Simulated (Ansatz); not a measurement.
# Rh (P6_3/mmc) in Ansatz: equation of state

How stiff is Rh in PBEsol, and what volume does it want? The cell is scaled to several volumes.

Program: Ansatz 0.2.0. These are calculated values, not measurements. Logs are shortened: lines on timing, memory, paths and dates and some standing lists are left out, and cuts for length are marked.

## 1. The structure

It takes space group P6_3/mmc (No. 194, hexagonal). Conventional cell: a = 2.692 Å, b = 2.692 Å, c = 8.798 Å, α = 90.00°, β = 90.00°, γ = 120.00°. Around Rh (site symmetry -6m2) lie 12 Rh at 2.69 Å. Rh (site symmetry -3m) has 12 Rh at 2.69 Å as nearest neighbours.

This isn't the form of Rh at room conditions, which is fcc.

## 2. Single point, PBEsol, 12.97 Å³/atom (volume scaled by 0.94)

input.yaml reads:

```yaml
crystal:
  lattice:
    - [2.6367956413, 0.0, 0.0]
    - [-1.3183978206, 2.28353201, 0.0]
    - [0.0, 0.0, 8.6184672829]
  atoms:
    - { symbol: Rh, position: [0.6666666667, 0.3333333333, 0.75] }
    - { symbol: Rh, position: [0.0, 0.0, 0.5] }
    - { symbol: Rh, position: [0.3333333333, 0.6666666667, 0.25] }
    - { symbol: Rh, position: [0.0, 0.0, 0.0] }
hamiltonian:
  xc: pbesol
  pseudopotentials: { kind: paw }
kpoints:
  mp_grid: { grid: [11, 11, 3] }
scf:
  occupations: { method: fermi_dirac, width: 0.05 }
output:
  forces: true
  stress: true
  eigenvalues: true
```

Potentials or basis: Ansatz PAW.

Launch:

```
$ ansatz run input.yaml --threads 2 --pin off --max-ram 5632MiB --backend cpu --events-out ev --progress --plain --runs-dir out
```

The program printed:

```text
Warning: RAYON_NUM_THREADS=2 ignored (pool sized by the plan → 2); use --threads N
Engine: ansatz 0.2.0, aarch64-unknown-linux-gnu
Pseudopotentials: kind: paw
Pseudopotential: Rh, paw, valence charge 17, recommended cutoff 420 eV (normal), Rh.paw.azcp
Functional definition: PBEsol
  exchange = pbesol_x
  correlation = pbesol_c
Crystal: 4 atoms, lattice volume = 51.894 Å³
Basis set: ecut = 420 eV, 1031 PW (Γ), exchange–correlation on 36×36×120 points (8 copies of the dense FFT grid, shifted against one another)
Bands: 41, of which v1, the nominal top of the filled ones, is band 34 counted from 1 (33 counted from 0)
Symmetry: 24 space group operations
Space group: P63/mmc (ITA 194), of the structure as read, at distance tolerance 3.7e-5 Å
k-points: 32 of 363
Non-local potential: Rh, projectors of the file, l = 0: 3, l = 1: 2, l = 2: 2, l = 3: 1
PAW form: soft (Blöchl's): semilocal exchange-correlation on the pseudo side does not see the compensation charge
PAW frozen core: Rh, regenerated for the run's functional, and the local potential with it (the file was generated under x = pbe(κ = 0.804, μ = 0.2195149727645171), c = pbe(β = 0.06672455060314922))
PAW one-centre angular grid: Rh, 590 points (default); XC on 64 Gauss nodes
Initial density: superposition of atomic densities (neutral atoms: chi_scale 0, normalization atom), corrected by the library's trained network
Initial wavefunctions: pseudopotential atomic-orbital guess
Functional: x = pbesol(κ = 0.804, μ = 0.12345679012345678), c = pbesol(β = 0.046)
SCF iter   1: F=—  HF=-25354.837209 eV  |F-HF|=—  |Δ(HF+E_count)|=         —  Δρ=1.15e-2  dr2=4.92e-2  ethr=1.77e-3  ⟨swp⟩=6.2  Hψ=4570  notcnv=0  defer=1
preconditioner: auto → Kerker (q_TF=auto, 2.854 Å⁻¹)  [metal: Δε(μ)=0.013 eV  Ē_g=7.036 eV  σ=0.050 eV  W_gap=0.07  n_scr=24 (ndim 8)  ℏωp=30.9 eV  f_vac=0.000  D(μ)=5.90/eV (n_scr^D=66)]
SCF iter   2: F=—  HF=-25354.830078 eV  |F-HF|=—  |Δ(HF+E_count)|=   7.13e-3  Δρ=5.40e-3  dr2=1.01e-2  ethr=7.24e-5  ⟨swp⟩=2.9  Hψ=2243  notcnv=0  defer=12
SCF iter   3: F=—  HF=-25354.827372 eV  |F-HF|=—  |Δ(HF+E_count)|=   2.71e-3  Δρ=9.00e-4  dr2=1.43e-4  ethr=1.49e-5  ⟨swp⟩=2.0  Hψ=1851  notcnv=0  defer=12
SCF iter   4: F=—  HF=-25354.827407 eV  |F-HF|=—  |Δ(HF+E_count)|=   3.46e-5  Δρ=1.32e-4  dr2=6.01e-6  ethr=2.10e-7  ⟨swp⟩=2.2  Hψ=2190  notcnv=0  defer=12
SCF iter   5: F=—  HF=-25354.827419 eV  |F-HF|=—  |Δ(HF+E_count)|=   1.22e-5  Δρ=2.92e-5  dr2=2.53e-7  ethr=8.84e-9  ⟨swp⟩=2.3  Hψ=1720  notcnv=0  defer=12
SCF iter   6: F=-25354.827419 eV  HF=-25354.827419 eV  |F-HF|=8.72e-9  |Δ(HF+E_count)|=   1.29e-8  Δρ=5.07e-6  dr2=1.53e-8  ethr=1.47e-10  ⟨swp⟩=6.2  Hψ=4482  notcnv=0
SCF 1 converged in 6 iterations: F = -25354.827419 eV  dr2 = 1.53e-8
SCF converged after 6 iterations
Free energy (F): -25354.827419 eV
Harris-Foulkes:  -25354.827419 eV  (|F-HF|=8.72e-9)
Internal energy: -25354.780247 eV  (E = F + TS)
E sigma→0 (E₀):  -25354.803833 eV
Entropy (-TS):   -0.047172 eV (-11.793 meV/atom)
Fermi energy:    23.986495 eV
--- Per-component energies (eV) ---
  E_band       = -248.028261
  E_kinetic    = 2301.640956
  E_local      = -5970.381742  (includes V_loc(G=0)·N_el)
  E_nonlocal   = 1425.507397
  E_hartree    = 2099.296814
  E_xc         = -885.899100
  E_vxc        = -1116.475551  (∫ρ·V_xc dr)
  E_paw        = -14095.647349  (= ΣΔE_a)
  E_vpaw       = -1086.916634  (= ΣTr[D̂ρ^β])
  E_aug_tail   = 0.003180  (compensation charges beyond the density's cutoff)
  E_ewald      = -10230.405202
  E_core_change = 1.104799  (= ΣΔE_core)
  E_smearing   = -0.047172  (= −TS)
  E_closure    = -0.000000  (closes the sum)
  Σ components = -25354.827419   (vs F -25354.827419, Δ=0.00e0)
--- Forces (eV/Å), atoms counted from 1 ---
  atom   1  Rh     0.00000000     0.00000000     0.00000000
  atom   2  Rh     0.00000000     0.00000000     0.00000000
  atom   3  Rh    -0.00000000    -0.00000000    -0.00000000
  atom   4  Rh    -0.00000000    -0.00000000    -0.00000000
  max |Σ_I F_I| component: 1.39e-17 eV/Å
--- Stress (GPa, compression-positive) ---
       14.395135       0.000000      -0.000000
        0.000000      14.395135       0.000000
       -0.000000       0.000000      12.466330
  P = ⅓ Tr σ = 13.7522 GPa (137.522 kbar)
--- Band table (eV; the first three rows and the last of 32) ---
  k-point 0: bands = ["-55.0259", "-54.9562", "-54.9505", "-54.8800", "-23.3401", "-22.8996", "-22.8985", "-22.5498", "-22.5498", "-22.4932", "-22.4932", "-22.4842", "-22.4842", "-22.4404", "-22.4270", "-22.4270", "15.4736", "17.2886", "17.3143", "17.3297", "20.4403", "20.4745", "20.5077", "20.5077", "20.5534", "20.5534", "20.5574", "20.9762", "20.9762", "21.0893", "21.0893", "22.4053", "22.4053", "23.0564", "23.0564", "23.6131", "23.6131", "24.4663", "24.4663", "24.5358", "33.1130"]
  k-point 1: bands = ["-55.0163", "-54.9898", "-54.9167", "-54.8899", "-23.2819", "-23.1216", "-22.6721", "-22.5417", "-22.5417", "-22.5196", "-22.5196", "-22.5030", "-22.4577", "-22.4577", "-22.4352", "-22.4352", "15.7663", "16.5376", "17.3648", "17.5011", "20.2219", "20.4359", "20.5881", "20.5881", "20.6399", "20.6399", "20.8602", "20.8602", "20.9479", "20.9479", "21.7554", "22.5863", "22.5863", "22.8985", "22.8985", "23.5612", "23.8630", "23.8630", "24.2784", "24.2784", "34.3733"]
  k-point 2: bands = ["-55.0156", "-54.9485", "-54.9428", "-54.8749", "-23.3167", "-22.9055", "-22.9050", "-22.6046", "-22.5674", "-22.5359", "-22.5263", "-22.5065", "-22.4975", "-22.4834", "-22.4492", "-22.4359", "15.7839", "17.5302", "17.6014", "17.6193", "19.9425", "20.1781", "20.3583", "20.3747", "20.4756", "20.7257", "20.7312", "21.0284", "21.2123", "21.2362", "21.3062", "22.0423", "22.1851", "22.8139", "23.1436", "23.5043", "23.5790", "23.7937", "24.5047", "26.5412", "33.0517"]
  k-point 31: bands = ["-54.8516", "-54.8492", "-54.8399", "-54.8375", "-23.1598", "-23.1452", "-23.1007", "-23.0752", "-22.9756", "-22.9560", "-22.9123", "-22.8539", "-22.7363", "-22.6761", "-22.6500", "-22.6292", "18.1873", "18.2765", "18.8534", "18.8546", "19.0353", "19.2293", "19.4809", "19.6766", "20.3527", "20.4990", "20.6274", "20.9321", "21.8834", "22.0583", "22.8393", "23.0442", "23.9894", "24.2205", "24.3809", "24.5016", "30.1208", "30.4164", "31.2545", "31.2603", "32.7531"]
```

It took 1.6 s on 2 threads of Arm Neoverse V1, shared host; peak memory 0.34 GiB.

What came out:

| Quantity | Value |
| --- | --- |
| Free energy | -25354.8274 eV |
| Pressure | 13.8 GPa |
| Band gap on the k mesh | none (metal or under the smearing width) |

Caveat: the PAW data sets come from PBE, with cores solved anew for the run's functional, which leaves a small shift of forces and pressure.

## 3. Single point, PBEsol, 13.25 Å³/atom (volume scaled by 0.96)

Edit input.yaml of step 2 so:

```diff
@@ -2,5 +2,5 @@
   lattice:
-    - [2.6367956413, 0.0, 0.0]
-    - [-1.3183978206, 2.28353201, 0.0]
-    - [0.0, 0.0, 8.6184672829]
+    - [2.6553652365, 0.0, 0.0]
+    - [-1.3276826182, 2.2996137512, 0.0]
+    - [0.0, 0.0, 8.6791627142]
   atoms:
```

Potentials or basis: Ansatz PAW.

Launch:

```
$ ansatz run input.yaml --threads 2 --pin off --max-ram 5632MiB --backend cpu --events-out ev --progress --plain --runs-dir out
```

Wall time 1.6 s (2 threads of Arm Neoverse V1, shared host); peak memory 0.34 GiB.

The run converged. Its results:

* Free energy: -25354.8967 eV
* Pressure: 6.5 GPa
* Band gap on the k mesh: none (metal or under the smearing width)

Caveat: the PAW data sets come from PBE, with cores solved anew for the run's functional, which leaves a small shift of forces and pressure.

## 4. Single point, PBEsol, 13.53 Å³/atom (volume scaled by 0.98)

Edit input.yaml of step 3 so:

```diff
@@ -2,5 +2,5 @@
   lattice:
-    - [2.6553652365, 0.0, 0.0]
-    - [-1.3276826182, 2.2996137512, 0.0]
-    - [0.0, 0.0, 8.6791627142]
+    - [2.6736786789, 0.0, 0.0]
+    - [-1.3368393395, 2.3154736575, 0.0]
+    - [0.0, 0.0, 8.7390209003]
   atoms:
```

Launch:

```
$ ansatz run input.yaml --threads 2 --pin off --max-ram 5632MiB --backend cpu --events-out ev --progress --plain --runs-dir out
```

Wall time 1.6 s (2 threads of Arm Neoverse V1, shared host); peak memory 0.34 GiB.

Results (log left out):

| Property | Result |
| --- | --- |
| Free energy | -25354.9190 eV |
| Pressure | 0.1 GPa |
| Band gap on the k mesh | none (metal or under the smearing width) |

Caveat: the PAW data sets come from PBE, with cores solved anew for the run's functional, which leaves a small shift of forces and pressure.

## 5. Single point, PBEsol, 13.80 Å³/atom

Edit input.yaml of step 4 so:

```diff
@@ -2,5 +2,5 @@
   lattice:
-    - [2.6736786789, 0.0, 0.0]
-    - [-1.3368393395, 2.3154736575, 0.0]
-    - [0.0, 0.0, 8.7390209003]
+    - [2.6917446234, 0.0, 0.0]
+    - [-1.3458723117, 2.3311192244, 0.0]
+    - [0.0, 0.0, 8.79807013]
   atoms:
```

Potentials or basis: Ansatz PAW.

Launch:

```
$ ansatz run input.yaml --threads 2 --pin off --max-ram 5632MiB --backend cpu --events-out ev --progress --plain --runs-dir out
```

The program printed:

```text
Warning: RAYON_NUM_THREADS=2 ignored (pool sized by the plan → 2); use --threads N
Engine: ansatz 0.2.0, aarch64-unknown-linux-gnu
Pseudopotentials: kind: paw
Pseudopotential: Rh, paw, valence charge 17, recommended cutoff 420 eV (normal), Rh.paw.azcp
Functional definition: PBEsol
  exchange = pbesol_x
  correlation = pbesol_c
Crystal: 4 atoms, lattice volume = 55.206 Å³
Basis set: ecut = 420 eV, 1091 PW (Γ), exchange–correlation on 36×36×120 points (8 copies of the dense FFT grid, shifted against one another)
Bands: 41, of which v1, the nominal top of the filled ones, is band 34 counted from 1 (33 counted from 0)
Symmetry: 24 space group operations
Space group: P63/mmc (ITA 194), of the structure as read, at distance tolerance 3.8e-5 Å
k-points: 32 of 363
Non-local potential: Rh, projectors of the file, l = 0: 3, l = 1: 2, l = 2: 2, l = 3: 1
PAW form: soft (Blöchl's): semilocal exchange-correlation on the pseudo side does not see the compensation charge
PAW frozen core: Rh, regenerated for the run's functional, and the local potential with it (the file was generated under x = pbe(κ = 0.804, μ = 0.2195149727645171), c = pbe(β = 0.06672455060314922))
PAW one-centre angular grid: Rh, 590 points (default); XC on 64 Gauss nodes
Initial density: superposition of atomic densities (neutral atoms: chi_scale 0, normalization atom), corrected by the library's trained network
Initial wavefunctions: pseudopotential atomic-orbital guess
Functional: x = pbesol(κ = 0.804, μ = 0.12345679012345678), c = pbesol(β = 0.046)
SCF iter   1: F=—  HF=-25354.912851 eV  |F-HF|=—  |Δ(HF+E_count)|=         —  Δρ=1.12e-2  dr2=5.14e-2  ethr=1.77e-3  ⟨swp⟩=6.2  Hψ=4591  notcnv=0  defer=4
preconditioner: auto → Kerker (q_TF=auto, 2.825 Å⁻¹)  [metal: Δε(μ)=0.014 eV  Ē_g=6.522 eV  σ=0.050 eV  W_gap=0.07  n_scr=24 (ndim 8)  ℏωp=30.0 eV  f_vac=0.000  D(μ)=6.40/eV (n_scr^D=78)]
SCF iter   2: F=—  HF=-25354.903312 eV  |F-HF|=—  |Δ(HF+E_count)|=   9.54e-3  Δρ=5.18e-3  dr2=1.01e-2  ethr=7.55e-5  ⟨swp⟩=2.8  Hψ=2180  notcnv=0  defer=10
SCF iter   3: F=—  HF=-25354.899846 eV  |F-HF|=—  |Δ(HF+E_count)|=   3.47e-3  Δρ=9.25e-4  dr2=1.51e-4  ethr=1.49e-5  ⟨swp⟩=2.0  Hψ=1856  notcnv=0  defer=10
SCF iter   4: F=—  HF=-25354.899852 eV  |F-HF|=—  |Δ(HF+E_count)|=   5.32e-6  Δρ=1.17e-4  dr2=4.36e-6  ethr=2.22e-7  ⟨swp⟩=2.2  Hψ=2114  notcnv=0  defer=10
SCF iter   5: F=—  HF=-25354.899816 eV  |F-HF|=—  |Δ(HF+E_count)|=   3.54e-5  Δρ=2.48e-5  dr2=1.16e-7  ethr=6.41e-9  ⟨swp⟩=2.7  Hψ=2141  notcnv=0  defer=10
SCF iter   6: F=-25354.899816 eV  HF=-25354.899816 eV  |F-HF|=2.55e-10  |Δ(HF+E_count)|=  5.82e-10  Δρ=4.57e-6  dr2=7.56e-9  ethr=1.47e-10  ⟨swp⟩=5.6  Hψ=4031  notcnv=0
SCF 1 converged in 6 iterations: F = -25354.899816 eV  dr2 = 7.56e-9
SCF converged after 6 iterations
Free energy (F): -25354.899816 eV
Harris-Foulkes:  -25354.899816 eV  (|F-HF|=2.55e-10)
Internal energy: -25354.848445 eV  (E = F + TS)
E sigma→0 (E₀):  -25354.874131 eV
Entropy (-TS):   -0.051371 eV (-12.843 meV/atom)
Fermi energy:    22.154615 eV
--- Per-component energies (eV) ---
  E_band       = -356.165744
  E_kinetic    = 2291.970340
  E_local      = -6273.129854  (includes V_loc(G=0)·N_el)
  E_nonlocal   = 1425.331039
  E_hartree    = 2198.696775
  E_xc         = -882.079209
  E_vxc        = -1111.368463  (∫ρ·V_xc dr)
  E_paw        = -14095.182759  (= ΣΔE_a)
  E_vpaw       = -1086.367362  (= ΣTr[D̂ρ^β])
  E_aug_tail   = 0.003247  (compensation charges beyond the density's cutoff)
  E_ewald      = -10021.562823
  E_core_change = 1.104799  (= ΣΔE_core)
  E_smearing   = -0.051371  (= −TS)
  E_closure    = 0.000000  (closes the sum)
  Σ components = -25354.899816   (vs F -25354.899816, Δ=0.00e0)
--- Forces (eV/Å), atoms counted from 1 ---
  atom   1  Rh     0.00000000    -0.00000000     0.00000000
  atom   2  Rh     0.00000000    -0.00000000    -0.00000000
  atom   3  Rh    -0.00000000     0.00000000    -0.00000000
  atom   4  Rh     0.00000000    -0.00000000     0.00000000
  max |Σ_I F_I| component: 4.63e-18 eV/Å
--- Stress (GPa, compression-positive) ---
       -4.982980      -0.000000      -0.000000
       -0.000000      -4.982980      -0.000000
       -0.000000      -0.000000      -6.675706
  P = ⅓ Tr σ = -5.5472 GPa (-55.472 kbar)
--- Band table (eV; the first three rows and the last of 32) ---
  k-point 0: bands = ["-56.6613", "-56.6088", "-56.6027", "-56.5497", "-24.8896", "-24.5326", "-24.5316", "-24.2505", "-24.2505", "-24.2051", "-24.2051", "-24.1954", "-24.1954", "-24.1623", "-24.1496", "-24.1496", "14.1056", "15.9017", "15.9155", "15.9942", "18.9039", "18.9356", "18.9990", "18.9990", "19.0384", "19.0384", "19.0389", "19.4233", "19.4233", "19.5248", "19.5248", "20.7210", "20.7210", "21.3136", "21.3136", "21.8101", "21.8101", "22.5830", "22.5830", "22.7699", "30.6342"]
  k-point 1: bands = ["-56.6539", "-56.6337", "-56.5777", "-56.5573", "-24.8424", "-24.7123", "-24.3488", "-24.2438", "-24.2438", "-24.2258", "-24.2258", "-24.2126", "-24.1746", "-24.1746", "-24.1563", "-24.1563", "14.3814", "15.1171", "16.0574", "16.1522", "18.7312", "18.9292", "19.0724", "19.0724", "19.1183", "19.1183", "19.3172", "19.3172", "19.3962", "19.3962", "20.0987", "20.8836", "20.8836", "21.1663", "21.1663", "21.8173", "22.0402", "22.0402", "22.4150", "22.4150", "31.8978"]
  k-point 2: bands = ["-56.6534", "-56.6029", "-56.5968", "-56.5459", "-24.8707", "-24.5374", "-24.5369", "-24.2945", "-24.2646", "-24.2395", "-24.2295", "-24.2158", "-24.2062", "-24.1951", "-24.1695", "-24.1570", "14.3979", "16.1655", "16.1852", "16.2233", "18.4670", "18.6758", "18.8635", "18.8738", "18.9670", "19.1981", "19.2005", "19.4696", "19.6388", "19.6552", "19.7227", "20.3968", "20.5251", "21.0974", "21.3900", "21.7187", "21.7803", "21.9758", "22.6173", "24.5869", "30.5876"]
  k-point 31: bands = ["-56.5285", "-56.5268", "-56.5185", "-56.5169", "-24.7433", "-24.7305", "-24.6951", "-24.6754", "-24.5938", "-24.5771", "-24.5439", "-24.4958", "-24.4025", "-24.3535", "-24.3325", "-24.3161", "16.8840", "16.9620", "17.4554", "17.4661", "17.6310", "17.8127", "18.0507", "18.2241", "18.8359", "18.9747", "19.0871", "19.3652", "20.2495", "20.4101", "21.1240", "21.3094", "22.1562", "22.3644", "22.5080", "22.6154", "27.9595", "28.2262", "29.0041", "29.0168", "30.5082"]
```

Run time: 1.6 s. Hardware: 2 threads of Arm Neoverse V1, shared host; peak memory 0.34 GiB.

Results:

- Free energy: -25354.8998 eV
- Pressure: -5.5 GPa
- Band gap on the k mesh: none (metal or under the smearing width)

Caveat: the PAW data sets come from PBE, with cores solved anew for the run's functional, which leaves a small shift of forces and pressure.

## 6. Single point, PBEsol, 14.08 Å³/atom (volume scaled by 1.02)

Edit input.yaml of step 5 so:

```diff
@@ -2,5 +2,5 @@
   lattice:
-    - [2.6917446234, 0.0, 0.0]
-    - [-1.3458723117, 2.3311192244, 0.0]
-    - [0.0, 0.0, 8.79807013]
+    - [2.7095712663, 0.0, 0.0]
+    - [-1.3547856331, 2.34655755, 0.0]
+    - [0.0, 0.0, 8.8563371932]
   atoms:
```

Potentials or basis: Ansatz PAW.

Launch:

```
$ ansatz run input.yaml --threads 2 --pin off --max-ram 5632MiB --backend cpu --events-out ev --progress --plain --runs-dir out
```

Run time: 1.6 s. Hardware: 2 threads of Arm Neoverse V1, shared host; peak memory 0.34 GiB.

It converged, with:

```
Free energy            : -25354.8440 eV
Pressure               : -10.5 GPa
Band gap on the k mesh : none (metal or under the smearing width)
```

Caveat: the PAW data sets come from PBE, with cores solved anew for the run's functional, which leaves a small shift of forces and pressure.

## 7. Single point, PBEsol, 14.35 Å³/atom (volume scaled by 1.04)

Edit input.yaml of step 6 so:

```diff
@@ -2,5 +2,5 @@
   lattice:
-    - [2.7095712663, 0.0, 0.0]
-    - [-1.3547856331, 2.34655755, 0.0]
-    - [0.0, 0.0, 8.8563371932]
+    - [2.7271663779, 0.0, 0.0]
+    - [-1.3635831889, 2.3617953636, 0.0]
+    - [0.0, 0.0, 8.9138474877]
   atoms:
```

Launch:

```
$ ansatz run input.yaml --threads 2 --pin off --max-ram 5632MiB --backend cpu --events-out ev --progress --plain --runs-dir out
```

Run time: 1.6 s. Hardware: 2 threads of Arm Neoverse V1, shared host; peak memory 0.34 GiB.

The run converged. Its results:

- Free energy: -25354.7560 eV
- Pressure: -14.9 GPa
- Band gap on the k mesh: none (metal or under the smearing width)

Caveat: the PAW data sets come from PBE, with cores solved anew for the run's functional, which leaves a small shift of forces and pressure.

## 8. Single point, PBEsol, 14.63 Å³/atom (volume scaled by 1.06)

Edit input.yaml of step 7 so:

```diff
@@ -2,5 +2,5 @@
   lattice:
-    - [2.7271663779, 0.0, 0.0]
-    - [-1.3635831889, 2.3617953636, 0.0]
-    - [0.0, 0.0, 8.9138474877]
+    - [2.7445373327, 0.0, 0.0]
+    - [-1.3722686664, 2.3768390518, 0.0]
+    - [0.0, 0.0, 8.9706251171]
   atoms:
```

Launch:

```
$ ansatz run input.yaml --threads 2 --pin off --max-ram 5632MiB --backend cpu --events-out ev --progress --plain --runs-dir out
```

Wall time 1.7 s (2 threads of Arm Neoverse V1, shared host); peak memory 0.34 GiB.

It converged, with:

```
Free energy            : -25354.6396 eV
Pressure               : -18.8 GPa
Band gap on the k mesh : none (metal or under the smearing width)
```

Caveat: the PAW data sets come from PBE, with cores solved anew for the run's functional, which leaves a small shift of forces and pressure.

## 9. Equation of state, PBEsol

Potentials or basis: Ansatz PAW.

This step only gathers the single runs of the series.

What came out:

| Property | Result |
| --- | --- |
| Equilibrium volume | 13.53 Å³/atom |
| Bulk modulus at fixed shape and positions | 294 GPa |
| Pressure derivative of the bulk modulus | 5.1 |

Energy against volume, from the lowest point:
```csv
volume (Å³/atom),energy (meV/atom)
12.973,22.89
13.249,5.58
13.525,0.00
13.801,4.79
14.078,18.74
14.354,40.74
14.630,69.84
```

Caveat: the cell was scaled at fixed shape and fractional positions, which overstates the stiffness of a crystal with free parameters, most of all of layers and chains.
